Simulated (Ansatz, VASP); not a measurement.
# Al (Al wire along [100], 16 atoms a period): VASP beside Ansatz

Aim: how closely do two programs agree when they are given the same cell, functional and k mesh? The structure shown is the start of the Ansatz relaxation below; VASP solves that cell, so the two are compared at the walk's first step.

Calculated with Ansatz 0.2.0; plane waves, with VASP 6.6.1 beside it; single point at PBE.

## Step 1: The structure

The cell holds 16 atoms: 16 Al. Cell: a = 12.860 Å, b = 12.860 Å, c = 4.040 Å, α = 90.0°, β = 90.0°, γ = 90.0°. Vacuum lies along a and b. The structure's axis is c.

Coordinates:

```cif
data_structure
_symmetry_space_group_name_H-M 'P 1'
_symmetry_Int_Tables_number 1
_cell_length_a 12.8600
_cell_length_b 12.8600
_cell_length_c 4.0400
_cell_angle_alpha 90.000
_cell_angle_beta 90.000
_cell_angle_gamma 90.000
_cell_volume 668.13
loop_
_atom_site_label
_atom_site_type_symbol
_atom_site_fract_x
_atom_site_fract_y
_atom_site_fract_z
_atom_site_occupancy
Al1 Al 0.26439 0.26439 0.00000 1
Al2 Al 0.26439 0.57854 0.00000 1
Al3 Al 0.42146 0.42146 0.00000 1
Al4 Al 0.42146 0.73561 0.00000 1
Al5 Al 0.57854 0.26439 0.00000 1
Al6 Al 0.57854 0.57854 0.00000 1
Al7 Al 0.73561 0.42146 0.00000 1
Al8 Al 0.73561 0.73561 0.00000 1
Al9 Al 0.26439 0.42146 0.50000 1
Al10 Al 0.26439 0.73561 0.50000 1
Al11 Al 0.42146 0.26439 0.50000 1
Al12 Al 0.42146 0.57854 0.50000 1
Al13 Al 0.57854 0.42146 0.50000 1
Al14 Al 0.57854 0.73561 0.50000 1
Al15 Al 0.73561 0.26439 0.50000 1
Al16 Al 0.73561 0.57854 0.50000 1
```

## Step 2: Ansatz: relaxation, PBE

Ansatz runs on its PAW soft_1 files.

The two programs are compared at the cell with which this relaxation starts, whose forces are those of its first step.

input.yaml reads:

```yaml
crystal:
  lattice:
    - [12.86, 0.0, 0.0]
    - [0.0, 12.86, 0.0]
    - [0.0, 0.0, 4.04]
  atoms:
    - { symbol: Al, position: [0.264385692, 0.264385692, 0.0] }
    - { symbol: Al, position: [0.264385692, 0.578538103, 0.0] }
    - { symbol: Al, position: [0.421461897, 0.421461897, 0.0] }
    - { symbol: Al, position: [0.421461897, 0.735614308, 0.0] }
    - { symbol: Al, position: [0.578538103, 0.264385692, 0.0] }
    - { symbol: Al, position: [0.578538103, 0.578538103, 0.0] }
    - { symbol: Al, position: [0.735614308, 0.421461897, 0.0] }
    - { symbol: Al, position: [0.735614308, 0.735614308, 0.0] }
    - { symbol: Al, position: [0.264385692, 0.421461897, 0.5] }
    - { symbol: Al, position: [0.264385692, 0.735614308, 0.5] }
    - { symbol: Al, position: [0.421461897, 0.264385692, 0.5] }
    - { symbol: Al, position: [0.421461897, 0.578538103, 0.5] }
    - { symbol: Al, position: [0.578538103, 0.421461897, 0.5] }
    - { symbol: Al, position: [0.578538103, 0.735614308, 0.5] }
    - { symbol: Al, position: [0.735614308, 0.264385692, 0.5] }
    - { symbol: Al, position: [0.735614308, 0.578538103, 0.5] }
kpoints:
  mp_grid: { grid: [1, 1, 20] }
scf:
  occupations: { method: fermi_dirac, width: 0.05 }
hamiltonian:
  xc: pbe
  pseudopotentials: { kind: paw, azcp: { folder: soft_1 } }
relax:
  cell: { fix: [a, b, alpha, beta, gamma] }
  max_steps: 45
  f_tol: 0.03
```

The run is started by

```sh
$ ansatz run input.yaml --threads 4 --pin off --max-ram 16384MiB --backend cpu --events-out ev --progress --plain --runs-dir out
```

Numbers of over 12 decimals in the logs are rounded to 6 here.

The log of the run:

```text
Engine: ansatz 0.2.0, aarch64-unknown-linux-gnu
Pseudopotentials: kind: paw
Pseudopotential: Al, paw, valence charge 3, recommended cutoff 420 eV (normal), soft_1/Al.paw.azcp
Functional definition: PBE
  parameter kappa = 0.804
  parameter beta = 0.066725
  exchange = pbe_x(kappa = kappa, mu = beta*pi^2/3)
  correlation = pbe_c(beta = beta)
Crystal: 16 atoms, lattice volume = 668.134 Å³
Basis set: ecut = 420 eV, 13133 PW (Γ), exchange–correlation on 180×180×60 points (8 copies of the dense FFT grid, shifted against one another)
Bands: 40, of which v1, the nominal top of the filled ones, is band 24 counted from 1 (23 counted from 0)
Symmetry: 16 space group operations
Space group: P42/mcm (ITA 132), of the structure as read, at distance tolerance 8.7e-5 Å
k-points: 11 of 20
Non-local potential: Al, projectors of the file, l = 0: 2, l = 1: 2, l = 2: 1
PAW form: soft (Blöchl's): semilocal exchange-correlation on the pseudo side does not see the compensation charge
PAW one-centre angular grid: Al, 110 points (default); XC on 64 Gauss nodes
Initial density: superposition of atomic densities (neutral atoms: chi_scale 0, normalization atom)
Initial wavefunctions: pseudopotential atomic-orbital guess
Functional: x = pbe(κ = 0.804, μ = 0.219515), c = pbe(β = 0.066725)
SCF iter   1: F=—  HF=-8595.376157 eV  |F-HF|=—  |Δ(HF+E_count)|=         —  Δρ=1.96e-2  dr2=2.71e1  ethr=3.10e-3  ⟨swp⟩=7.7  Hψ=2480  notcnv=0  defer=11
preconditioner: auto → LDOS  [metal: Δε(μ)=0.062 eV  Ē_g=5.877 eV  σ=0.050 eV  W_gap=0.30  n_scr=54 (ndim 8)  ℏωp=10.0 eV  f_vac=0.265  D(μ)=8.96/eV (n_scr^D=38)  β→1.0]
SCF iter   2: F=—  HF=-8592.854106 eV  |F-HF|=—  |Δ(HF+E_count)|=    2.52e0  Δρ=1.49e-2  dr2=1.14e1  ethr=3.10e-3  ⟨swp⟩=4.7  Hψ=1156  notcnv=0  defer=45
SCF iter   3: F=—  HF=-8591.839009 eV  |F-HF|=—  |Δ(HF+E_count)|=    1.02e0  Δρ=2.25e-3  dr2=1.32e-1  ethr=3.10e-3  ⟨swp⟩=4.0  Hψ=956  notcnv=0  defer=40
SCF iter   4: F=—  HF=-8591.835777 eV  |F-HF|=—  |Δ(HF+E_count)|=   3.23e-3  Δρ=6.34e-4  dr2=1.35e-2  ethr=2.76e-4  ⟨swp⟩=2.6  Hψ=743  notcnv=0  defer=40
SCF iter   5: F=—  HF=-8591.833863 eV  |F-HF|=—  |Δ(HF+E_count)|=   1.91e-3  Δρ=2.50e-4  dr2=1.22e-3  ethr=2.81e-5  ⟨swp⟩=2.0  Hψ=676  notcnv=0  defer=40
SCF iter   6: F=—  HF=-8591.833933 eV  |F-HF|=—  |Δ(HF+E_count)|=   7.01e-5  Δρ=6.32e-5  dr2=9.09e-5  ethr=2.54e-6  ⟨swp⟩=2.2  Hψ=697  notcnv=0  defer=40
SCF iter   7: F=—  HF=-8591.833817 eV  |F-HF|=—  |Δ(HF+E_count)|=   1.16e-4  Δρ=1.51e-5  dr2=2.87e-6  ethr=1.89e-7  ⟨swp⟩=2.5  Hψ=701  notcnv=0  defer=40
SCF iter   8: F=—  HF=-8591.833818 eV  |F-HF|=—  |Δ(HF+E_count)|=   9.29e-7  Δρ=3.47e-6  dr2=1.26e-7  ethr=5.97e-9  ⟨swp⟩=2.5  Hψ=722  notcnv=0  defer=40
SCF iter   9: F=-8591.833818 eV  HF=-8591.833818 eV  |F-HF|=3.49e-10  |Δ(HF+E_count)|=   8.96e-8  Δρ=5.42e-7  dr2=4.98e-9  ethr=2.08e-10  ⟨swp⟩=5.0  Hψ=1364  notcnv=0
SCF 1 converged in 9 iterations: F = -8591.833818 eV  dr2 = 4.98e-9
  greatest PAW one-centre occupation: 0.528 electrons in one spin orbital (limit 2), on the Al atom at site 14 (counted from 0), in its partial waves of l = 0
relax step   1: F+E_penalty+E_count = -8591.83381819 eV  Δ(F+E_penalty+E_count) = +0.000e0 eV  max|allowed force component| = 2.105e-1 eV/Å  Δτ_max = 0.0000 Å  P = -1.210 GPa  Ω = 668.134 Å³  fix = [a, b, alpha, beta, gamma]  reactions: a -0.390, b -0.390 GPa  (9 SCF iters, dr2 threshold 1.00e-7 eV, accepted)
[...]
relax step   6: F+E_penalty+E_count = -8592.69362144 eV  Δ(F+E_penalty+E_count) = -1.740e-2 eV  max|allowed force component| = 1.490e-2 eV/Å  Δτ_max = 0.0458 Å  P = -0.120 GPa  Ω = 596.069 Å³  energy of the carried Pulay correction = +6.167e-3 eV  fix = [a, b, alpha, beta, gamma]  reactions: a -0.263, b -0.263 GPa  (9 SCF iters, accepted)
[...]
relax step   7: F+E_penalty+E_count = -8592.69501788 eV  Δ(F+E_penalty+E_count) = -1.396e-3 eV  max|allowed force component| = 5.194e-3 eV/Å  Δτ_max = 0.0056 Å  P = -0.167 GPa  Ω = 597.854 Å³  energy of the carried Pulay correction = +6.006e-3 eV  fix = [a, b, alpha, beta, gamma]  reactions: a -0.259, b -0.259 GPa  (5 SCF iters, dr2 threshold 6.90e-8 eV, accepted)
[...]
relax step   8: F+E_penalty+E_count = -8592.69267496 eV  Δ(F+E_penalty+E_count) = +2.343e-3 eV  max|allowed force component| = 5.096e-3 eV/Å  Δτ_max = 0.0000 Å  P = -0.176 GPa  Ω = 597.854 Å³  fix = [a, b, alpha, beta, gamma]  reactions: a -0.266, b -0.266 GPa  stress off target by 5.23e-3 GPa on what of the cell is left free  SCF on the basis re-selected at this cell (its energy is not comparable with the rows above)  (6 SCF iters)
basis re-selected at this cell: Δ(F+E_penalty+E_count) = +2.343e-3 eV, ΔP = -0.008 GPa vs the last step (what re-selecting the basis moved, of the pressure what is left beyond the Pulay correction that the steps carried, after the strain that the cell walked since its last selection, with what the two solves' SCF thresholds leave and, on support functions, any second-order correction that the steps lacked; it is no measure of the basis error at this ecutwfc). The dense FFT grid was sized anew with the basis: this SCF ran on 90×90×25 points, the steps before it on 90×90×30, so part of this shift can come from that change (see relax.cell in the input reference). [rest of the remark cut]
SCF converged after 6 iterations
Free energy (F): -8592.692675 eV
Harris-Foulkes:  -8592.692675 eV  (|F-HF|=5.64e-11)
Internal energy: -8592.653190 eV  (E = F + TS)
E sigma→0 (E₀):  -8592.672933 eV
Entropy (-TS):   -0.039485 eV (-2.468 meV/atom)
Fermi energy:    1.182175 eV
--- Per-component energies (eV) ---
  E_band       = -124.329268
  E_kinetic    = 330.420448
  E_local      = -2362.930338  (includes V_loc(G=0)·N_el)
  E_nonlocal   = 167.074617
  E_hartree    = 1119.595156
  E_xc         = -584.792211
  E_vxc        = -441.706494  (∫ρ·V_xc dr)
  E_paw        = -7510.602813  (= ΣΔE_a)
  E_vpaw       = -56.377957  (= ΣTr[D̂ρ^β])
  E_aug_tail   = -0.000032  (compensation charges beyond the density's cutoff)
  E_ewald      = 248.581984
  E_smearing   = -0.039485  (= −TS)
  E_closure    = 0.000000  (closes the sum)
  Σ components = -8592.692675   (vs F -8592.692675, Δ=0.00e0)
--- Forces (eV/Å), atoms counted from 1 ---
  atom   1  Al     0.00422893     0.00422893     0.00000000
  atom   2  Al     0.00509619     0.00209638    -0.00000000
  atom   3  Al    -0.00182811    -0.00182811    -0.00000000
  atom   4  Al    -0.00209638    -0.00509619     0.00000000
  atom   5  Al     0.00209638     0.00509619    -0.00000000
  atom   6  Al     0.00182811     0.00182811     0.00000000
  atom   7  Al    -0.00509619    -0.00209638     0.00000000
  atom   8  Al    -0.00422893    -0.00422893    -0.00000000
  atom   9  Al     0.00509619    -0.00209638     0.00000000
  atom  10  Al     0.00422893    -0.00422893    -0.00000000
  atom  11  Al    -0.00209638     0.00509619     0.00000000
  atom  12  Al    -0.00182811     0.00182811    -0.00000000
  atom  13  Al     0.00182811    -0.00182811     0.00000000
  atom  14  Al     0.00209638    -0.00509619    -0.00000000
  atom  15  Al    -0.00422893     0.00422893     0.00000000
  atom  16  Al    -0.00509619     0.00209638    -0.00000000
  max |Σ_I F_I| component: 3.47e-18 eV/Å
--- Stress (GPa, compression-positive) ---
       -0.265947       0.000000       0.000000
        0.000000      -0.265947       0.000000
        0.000000       0.000000       0.005227
  P = ⅓ Tr σ = -0.1756 GPa (-1.756 kbar)
--- Relaxed structure (7 steps of the walk, 5 accepted, 1 SCFs on fresh bases) ---
  F+E_penalty+E_count = -8592.69267496 eV   max|allowed force component| = 5.096e-3 eV/Å   (the final SCF, on the basis selected at the relaxed cell)
  cell:  # Å, volume = 597.8540 Å³
    - [12.86, 0.0, 0.0]
    - [0.0, 12.86, 0.0]
    - [0.0, 0.0, 3.615041]
  atoms:
    - { symbol: Al, position: [0.259365, 0.259365, 0.0] }
    - { symbol: Al, position: [0.248894, 0.580713, 0.0] }
    - { symbol: Al, position: [0.417797, 0.417797, 0.0] }
    - { symbol: Al, position: [0.419287, 0.751106, 0.0] }
    - { symbol: Al, position: [0.580713, 0.248894, 0.0] }
    - { symbol: Al, position: [0.582203, 0.582203, 0.0] }
    - { symbol: Al, position: [0.751106, 0.419287, 0.0] }
    - { symbol: Al, position: [0.740635, 0.740635, 0.0] }
    - { symbol: Al, position: [0.248894, 0.419287, 0.5] }
    - { symbol: Al, position: [0.259365, 0.740635, 0.5] }
    - { symbol: Al, position: [0.419287, 0.248894, 0.5] }
    - { symbol: Al, position: [0.417797, 0.582203, 0.5] }
    - { symbol: Al, position: [0.582203, 0.417797, 0.5] }
    - { symbol: Al, position: [0.580713, 0.751106, 0.5] }
    - { symbol: Al, position: [0.740635, 0.259365, 0.5] }
    - { symbol: Al, position: [0.751106, 0.580713, 0.5] }
```

(Continued in part 2 of 2.)

[Lines on the potential files, build, host, timing and source positions are cut from VASP's logs without a mark.]

[Logs are printed without paths, hosts, clocks, repeated set-up lines and the standing remarks that a program may print on its own settings, such as how far it seeks lower states.]

[Hosts, paths, dates, database ids (printed as entryN), source tags and the programs' standing remarks are cut or masked in the printed files.]
